Silicon's band gap is about 1 eV, while its valence electrons, set swinging together, oscillate at well over 10 eV. A GW calculation, here one-shot GW on PBEsol states, corrects the gap with the help of that fast collective response, and a plasmon-pole model describes the response by a single oscillation frequency for each element of the screening matrix. One setting of the model is varied here over a factor of eleven. It is an energy at which the model is matched to the computed response, and it has no counterpart in the crystal itself.

Yambo 5.3.0, one-shot G0W0 with a plasmon-pole model on Quantum ESPRESSO PBEsol states of silicon (PseudoDojo 0.4.1 potentials, 490 eV wave cutoff, 304 bands, 4 Ry screening cutoff). The sweep value is the plasmon-pole fitting energy in eV. The gap is the PBEsol gap on an 8×8×8 k mesh plus the G0W0 correction from a 4×4×4 mesh.

```csv
sweep value,gap (eV)
5,1.01110
13.6057,1.00840
20,1.00850
27.2114,1.00850
40,1.00950
54.4228,1.01400
```

The sweep value is this fitting energy, called $E$ below, in eV. The gap is the distance from the highest occupied to the lowest empty state; it is put together from two meshes of wave vectors, as the last section explains.

## The first row: what does a fitting energy of 5 eV fix?

A weight on a spring is the simplest system with the same mathematics. Pull it with a steady force and it settles at some deflection. Pull it with a force that grows exponentially, at a rate set by $E$, and inertia makes it lag, so the deflection per unit force is smaller. For a spring of natural frequency $\Omega$, written as an energy, the fraction left of the steady deflection is

$$r(E)=\frac{\Omega^2}{\Omega^2+E^2}.$$

The plasmon-pole model makes the same two measurements on the electrons. It takes the response to a steady field and to an exponentially growing one, which is what an imaginary frequency $iE$ means. From the ratio $r$ it finds the natural frequency, $\Omega=E\sqrt{r/(1-r)}$. The analogy covers how screening lags behind a changing charge; the step from screening to a gap needs the full GW calculation.

## From 5 to 13.6 eV: why does the gap change at all?

If the electrons behaved as one spring, every $E$ would return the same $\Omega$, and the gap column would be constant. Yet the gap falls by 2.7 meV between the first two rows. Theory reads such a change as a sign that the response is not that of a single oscillator. In a real crystal it is spread over many excitation energies.

Suppose that several springs share the load, spring $j$ with frequency $\Omega_j$ and a share $s_j$ of the steady deflection. Putting their summed response into the formula for $\Omega$ gives

$$\Omega^2=\frac{\sum_j w_j\,\Omega_j^2}{\sum_j w_j},\qquad w_j=\frac{s_j}{\Omega_j^2+E^2}.$$

The model thus returns a compromise, a weighted mean of the squared frequencies. At small $E$ the slow springs carry extra weight. At large $E$ the weights approach the plain shares $s_j$, and the compromise moves up.

Two springs of frequencies 1 and 2 with equal shares show the size of the effect. At very small $E$ the mean square is $2/(1+1/4)=1.6$, and at very large $E$ it is $(1+4)/2=2.5$. The fitted frequency therefore runs only from about 1.3 to 1.6, however far $E$ is moved. As long as all shares are positive, the compromise stays between the frequencies that it replaces.

## From 13.6 to 27.2 eV: what is special about this stretch?

Here the gap stays the same within 0.1 meV while the fitting energy doubles. The natural yardstick for this range is the plasmon energy, at which a uniform gas of the valence electrons would oscillate as a whole. It depends only on the electron density $n$:

$$\hbar\omega_p=27.2\ \text{eV}\times\sqrt{4\pi n a_0^3},$$

where $a_0$ is the Bohr radius, 0.529 Å.

Each silicon atom brings four valence electrons and occupies 19.36 Å$^3$, so $n=4/19.36=0.207$ per Å$^3$. Multiplied by $a_0^3=0.148$ Å$^3$ this is 0.0306, and the square root of $4\pi\times0.0306$ is 0.62. The plasmon energy comes out at 16.9 eV, inside the flat stretch.

This location makes sense for the fit. A single spring at the plasmon energy would keep 61 percent of its steady response at a fitting energy of 13.6 eV and 28 percent at 27.2 eV. The second measurement then falls where the response is dropping, and it shows clearly how fast the electrons can follow. At 5 eV, by contrast, 92 percent would remain, and the two measurements would nearly repeat each other.

## The same stretch: does a flat gap mean a converged gap?

It does not, because the fitting energy is no measure of completeness. More plane waves or more empty bands bring a calculation closer to a limit, whereas a higher fitting energy only moves the point at which the model touches the computed response. The last row is therefore no better a reference than the first.

The shape of the column carries a further warning. The gap falls before the flat stretch and rises after it, so the stretch is the bottom of a shallow valley. Any smooth curve is level at its lowest point. In the spring picture the compromise frequency keeps rising through this very range, so the level gap is better read as a balance of opposing changes than as evidence that the response has a single pole.

## From 27.2 to 54.4 eV: why does the gap climb, and ever faster?

The gap rises by 1.0 meV up to 40 eV and by another 4.5 meV up to 54.4 eV. Per eV of fitting energy, the second step is four times as steep as the first. At the last row a single spring at the plasmon energy would keep only 9 percent of its steady response. The model is then matched to the far tail of the response.

Springs with frequencies near the plasmon energy do not explain this. Once $E$ is well above their frequencies, the compromise should settle and the gap should level off, but it climbs more steeply. Two plausible reasons, neither tested here, lie in other elements of the screening matrix. The elements for density waves of short wavelength respond at higher frequencies, so their compromise may still be moving. The off-diagonal elements link density waves that differ in wavelength or direction. Their shares $s_j$ can have either sign, so the fitted $\Omega^2$ need not lie between the true squared frequencies and can even turn negative.

## The whole column: why is the effect so small?

Between its lowest and highest values the gap moves by 5.6 meV, or about 0.6 percent, although the fitting energy grows elevenfold. The first reason is built into the model. The response to a steady field is reproduced exactly at every fitting energy, so the strength of static screening is the same in each row. Only the speed at which the screening builds up is open to change.

The second reason is that a gap is a difference. The two band edges lie about 1 eV apart, which is little compared with a plasmon energy of 17 eV, and both are built mainly from silicon's s and p valence orbitals. A change in the speed of screening is therefore expected to shift both edges in the same direction, and part of the shift drops out of the gap. The separate edges are not listed here, so this remains an expectation; it also implies that a single band edge may depend on the fitting energy more than the gap does.

## Another material: where should the fitting energy go?

The plasmon energy grows as the square root of the valence-electron density, and the useful range for the fit should move with it. Diamond also has four valence electrons per atom, but packs them into less than a third of silicon's volume, so its plasmon energy is nearly twice as high. A fitting energy of 27.2 eV, comfortably above silicon's plasmon energy, would lie somewhat below diamond's. The rule tells where the second measurement is informative; how flat the gap is there has to be checked for each material.

## The last question: which digits can be trusted?

For the effect of this one setting, the meV digit is meaningful. Any of the three fitting energies from 13.6 to 27.2 eV gives 1.008 or 1.009 eV, depending only on rounding. The gap itself is far less certain, for reasons that are present in every row.

One that can be put in numbers is how well the mesh catches the band edge. The listed gap combines a density-functional gap on an 8×8×8 mesh with a GW correction from a 4×4×4 mesh. Taken wholly on the coarser mesh, the gap is 76 meV larger in every row, about fourteen times the whole effect of the fitting energy. This shift is the difference between two density-functional gaps; how the GW correction itself depends on the mesh is not tested. Silicon's conduction band has its minimum at a point between Γ and X that neither mesh contains, so even the denser mesh places the band edge somewhat too high.

Two more limits matter as soon as the gap is compared with experiment. The crystal is slightly compressed, which narrows silicon's gap by very roughly 0.05 eV. The screening matrix is also cut off at 4 Ry, where it is not yet converged, and a larger matrix could change both the gap and its small drift with the fitting energy. For practical work at these settings the order of effort is clear: keep the fitting energy near or moderately above the plasmon energy, locate the band edge with a cheap density-functional band structure, and spend the computer time on the screening matrix and on the mesh of the GW correction.
